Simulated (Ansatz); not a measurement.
## MnSb: equation of state with RPBE

Crystal: MnSb.

```
CELL_PARAMETERS angstrom
4.15000 0.00000 0.00000
-2.07500 3.59401 0.00000
0.00000 0.00000 5.78000
ATOMIC_POSITIONS crystal
Sb 0.66667 0.33333 0.75000
Sb 0.33333 0.66667 0.25000
Mn 0.00000 0.00000 0.50000
Mn 0.00000 0.00000 0.00000
```

```
Program             : Ansatz 0.2.0
Task                : equation of state
Functional          : RPBE
Potentials or basis : Ansatz PAW
Cutoff              : 420 eV
Density cutoff      : 1680 eV
k mesh              : 7 × 7 × 5
Occupations         : fermi-dirac, width 0.05 eV
Spin                : collinear spin, ferromagnetic start
Starting moments    : [0.0, 0.0, 4.0, 4.0] μB
```

```yaml
Equilibrium_volume: 21.37 Å³/atom
Bulk_modulus_at_fixed_shape_and_positions: 50 GPa
Pressure_derivative_of_the_bulk_modulus: "4.5 (rough: it moves with the points fitted)"
```

Energy against volume, from the lowest point:
| volume (Å³/atom) | energy (meV/atom) |
| --- | --- |
| 20.259 | 9.66 |
| 20.690 | 3.30 |
| 21.121 | 0.20 |
| 21.552 | 0.00 |
| 21.983 | 2.33 |
| 22.414 | 6.94 |
| 22.845 | 13.70 |

All runs of the series together: 57 s on 2 threads of Arm Neoverse V1, with other jobs on the host.

Caveat: the potentials were made for another functional, which shifts forces and pressure; the cell was scaled at fixed shape and fractional positions, which overstates the stiffness of a crystal with free parameters, most of all of layers and chains. Spin-orbit coupling is left out, which matters for the levels of Sb.
